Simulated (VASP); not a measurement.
Input of a VASP 6.6.1 run:

The input INCAR:

```
PREC = Accurate
ENCUT = 520
EDIFF = 1E-6
ISMEAR = -1
SIGMA = 0.02
LREAL = Auto
LASPH = True
NELM = 100
ALGO = Fast
ISIF = 2
LWAVE = False
LCHARG = False
GGA = PE
IVDW = 12
NBANDS = 64
```

The input KPOINTS:

```
regular mesh
0
Gamma
  1 1 1
```

POSCAR

```
H6C2O
1.0
    7.2936330000      0.0000000000      0.0000000000
    0.0000000000      7.2936330000      0.0000000000
    0.0000000000      0.0000000000      7.2936330000
C O H
8 4 24
Direct
    0.8742556693      0.8733919022      0.0205795932
    0.9421505030      0.8749686199      0.2118560119
    0.4799528575      0.2331211346      0.8894470012
    0.3908340329      0.0700062644      1.0007221367
    0.4478426595      0.4382178264      0.3808253034
    0.4403429676      0.6285619252      0.2841519446
    0.9575612044      0.3085156602      0.7297871993
    0.8940948907      0.3883798376      0.9105338862
    0.9767011858      0.6965253119      0.2861811117
    0.4835450317      0.0466845535      1.1683203693
    0.3218286415      0.7467883289      0.3910259812
    1.0172296851      0.5300513475      0.9498284326
    1.1046483968      0.6955655707      0.3461923571
    1.0769118764      0.9483339784      0.2079210731
    0.8565964314      0.9631139927      0.2990964859
    0.8600240785      1.0187926922     -0.0365112969
    0.9514188608      0.7844650259     -0.0772728762
    0.7298557523      0.8198383439      0.0155203861
    0.6110535038     -0.0025364589      1.1521007432
    0.2518909301      0.1006357189      1.0467622925
    0.4257000592     -0.0397881275      0.8927923848
    0.4028033766      0.2613238149      0.7613078421
    0.4804327281      0.3475908371      0.9788400376
    0.6191016192      0.1808837928      0.8789721117
    0.3576132772      0.8686617492      0.3377192135
    0.5725953033      0.6860367117      0.2865787187
    0.3741619574      0.6351292970      0.1542852513
    0.4853136976      0.3280532486      0.2866472717
    0.5378115406      0.4554931678      0.5096911238
    0.3125191520      0.3897920282      0.4291139957
    1.0158586263      0.5697572115      1.0787628059
    0.7392063736      0.4508178572      0.8847305588
    0.8692513045      0.2707429891      1.0170788687
    0.8408978077      0.2478188853      0.6561887608
    1.0207533063      0.4139089532      0.6472220360
    1.0782418035      0.2111567719      0.7474327266
```

Potentials or basis: VASP PAW PBE potentials, release 64 (C, O, H).

The run is started by

```console
$ cat potpaw_PBE.64/C/POTCAR potpaw_PBE.64/O/POTCAR potpaw_PBE.64/H/POTCAR > POTCAR
$ mpirun -np 1 vasp_gam > vasp.out
```

Question: Estimate the pressure.

Answer: -0.6 GPa.

Question: What does it give for the dispersion energy per atom?

Answer: -0.038 eV.

Stress tensor (GPa, compression positive):
```
-1.52  0.98  0.02
 0.98 -0.08  1.94
 0.02  1.94 -0.18
```
